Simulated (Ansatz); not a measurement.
Runs of Ansatz 0.2.0 on PtS2. It takes space group P-3m1 (No. 164, trigonal). The conventional cell has a = 3.543 Å, b = 3.543 Å, c = 5.039 Å, α = 90.00°, β = 90.00°, γ = 120.00°. Pt (site symmetry -3m) has 6 S at 2.34 Å as nearest neighbours. Around S (site symmetry 3m) lie 3 Pt at 2.34 Å. 

| task | level | spin | cell | k mesh | cutoff (eV) | points for each segment of the path | gap on the mesh (eV) | pressure (GPa) | relaxed volume (Å³/atom) |
| --- | --- | --- | --- | --- | --- | --- | --- | --- | --- |
| band structure | r2SCAN | SOC, no magnetisation | as given | 7 × 7 × 4 | 500 | 14 | 1.06 | 9.2 | - |
| relaxation of cell and atoms | PBEsol+D4 | off | relaxed | 9 × 9 × 5 | 420 | - | - | 0.0 | 16.44 |
| relaxation of cell and atoms | HSE06 | off | relaxed | 6 × 6 × 4 | 420 | - | 2.79 | 0.0 | (b) |
| relaxation of cell and atoms | RPBE+D3(BJ) | off | relaxed | 9 × 9 × 5 | 420 | - | - | 0.0 | (a) |
| relaxation of cell and atoms | RPBE+D4 | off | relaxed | 9 × 9 × 5 | 420 | - | - | 0.0 | 16.34 |

Alike in all rows: potentials or basis Ansatz PAW; smearing fermi-dirac 0.05 eV.

Question: Estimate the missing entries.

Answer: (a) 14.15; (b) 23.47.

Caveats: the PAW data sets come from PBE, with cores solved anew for the run's functional, which leaves a small shift of forces and pressure; the plane-wave basis is chosen anew once the cell has moved, so the energies of steps on either side of that aren't comparable (some runs); the volume moved by over 15 % at a fixed basis, so the end points are rough (some runs); forces of over 1 eV/Å show positions far from the minimum, so gaps and moduli don't describe the material at rest (some runs); spin-orbit coupling is left out, which moves the levels of the heavy elements (some runs); this functional lacks dispersion, which binds the layers, so the pressure and a relaxed spacing across them are unreliable, and here the layers came unbound (some runs); the volume moved by -23 % from the deposited cell, more than functionals usually miss (some runs).

A k mesh can miss the band edges, and rows without SOC leave out spin-orbit coupling on Pt.

Runs at the PBE level aren't shown here.
